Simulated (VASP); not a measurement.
MoS2, 6 atoms in the cell. Symmetry: P6_3/mmc, No. 194, hexagonal system. Conventional cell: a = 3.169 Å, b = 3.169 Å, c = 11.917 Å, α = 90.00°, β = 90.00°, γ = 120.00°. Mo (site symmetry -6m2) is surrounded by 6 S at 2.41 Å. Around S (site symmetry 3m) lie 3 Mo at 2.41 Å. 

| Item | Value |
| --- | --- |
| Program | VASP 6.6.1 |
| Task | relaxation of the atoms |
| Functional | optB88-vdW |
| Potentials or basis | VASP PAW PBE potentials, release 64 (Mo_sv, S) |
| Cutoff | 520 eV |
| k mesh | 12 × 12 × 3 |
| Occupations | gaussian, width 0.05 eV |
| Spin | no spin polarisation |
| Further INCAR settings | ALGO = Normal; EDIFF = 1e-06; IBRION = 2; EDIFFG = -0.005; NSW = 60 |

Potentials or basis: VASP PAW PBE potentials, release 64 (Mo_sv, S).

The run is started by

```sh
$ cat potpaw_PBE.64/Mo_sv/POTCAR potpaw_PBE.64/S/POTCAR > POTCAR
$ mpirun -np 2 vasp_std > vasp.out
```

Hardware: 2 MPI ranks on Intel(R) Xeon(R) Platinum 8488C (Sapphire Rapids) (shared host).

Question: How long does it take, and how much memory?

Answer: Run time: 3 min on 2 MPI ranks on Intel(R) Xeon(R) Platinum 8488C (Sapphire Rapids), on a shared host, peak memory 0.54 GiB a rank. Counts: scf iterations 20, k points 38, ion steps 2.
